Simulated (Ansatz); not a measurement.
The system is LiF (Griceite).

```
F Li
1.0
     0.00000    2.01400    2.01400
     2.01400    0.00000    2.01400
     2.01400    2.01400    0.00000
F Li
1 1
Cartesian
  2.0140 2.0140 2.0140
  0.0000 0.0000 0.0000
```

Base run:

```yaml
Program: Ansatz 0.2.0
Functional: HSE06
Potentials_or_basis: all-electron PAW datasets made for the crystal
Cutoff: 430 eV (chosen from the basis error)
k_mesh: 8 × 8 × 8
Occupations: fermi-dirac, width 0.05 eV
Spin: no spin polarisation
```

Its results: band gap on the k mesh 11.37 eV, direct; pressure -1.0 GPa.

Q: The run is repeated on the same cell with these changes: functional from HSE06 to PBEsol; cutoff from 430 eV (chosen from the basis error) to 380 eV (chosen from the basis error). What comes out?

A: Band gap on the k mesh 8.90 eV, direct; pressure -1.2 GPa.

HSE06 gives the wider gap, since exact exchange removes part of the self-interaction.

A k mesh can miss the band edges.

The runs don't all hold the same shells in valence.
